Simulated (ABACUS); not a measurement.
PbSe (Clausthalite), 2 atoms in the cell. Symmetry: Fm-3m, No. 225, cubic system. Conventional cell: a = 6.121 Å, b = 6.121 Å, c = 6.121 Å, α = 90.00°, β = 90.00°, γ = 90.00°. Around Pb (site symmetry m-3m) lie 6 Se at 3.06 Å. Around Se (site symmetry m-3m) lie 6 Pb at 3.06 Å. 

- Program: ABACUS 3.10.1
- Task: single point
- Functional: PBEsol
- Potentials or basis: SPMS ONCV 1.0 PBE
- Cutoff: 1184 eV
- Density cutoff: 4735 eV
- Basis: plane waves
- k mesh: 6 × 6 × 6
- Occupations: fermi-dirac, width 0.05 eV
- Spin: no spin polarisation
- Radial cutoff of the potentials (pseudo_rcut): 10 bohr
- SCF threshold on the density: 1e-08
- Max SCF steps: 100
- Eigensolver: dav
- Mixing: broyden
- Mixing share: 0.7
- Symmetry key: 1
- Bands: 25

Potentials or basis: SPMS ONCV 1.0 PBE, plane waves.

Command:

```console
$ OMP_NUM_THREADS=1 mpirun -np 4 abacus > log
```

Hardware: 4 MPI ranks on Intel(R) Xeon(R) Platinum 8259CL CPU @ 2.50GHz (Skylake/Cascade Lake), on a shared host.

Q: How long does it take, and how much memory?

A: It took 13 s on 4 MPI ranks on Intel(R) Xeon(R) Platinum 8259CL CPU @ 2.50GHz (Skylake/Cascade Lake), on a shared host, peak memory 0.48 GiB a rank. Counts: scf iterations 7, k points 16, bands 25, ranks 4.
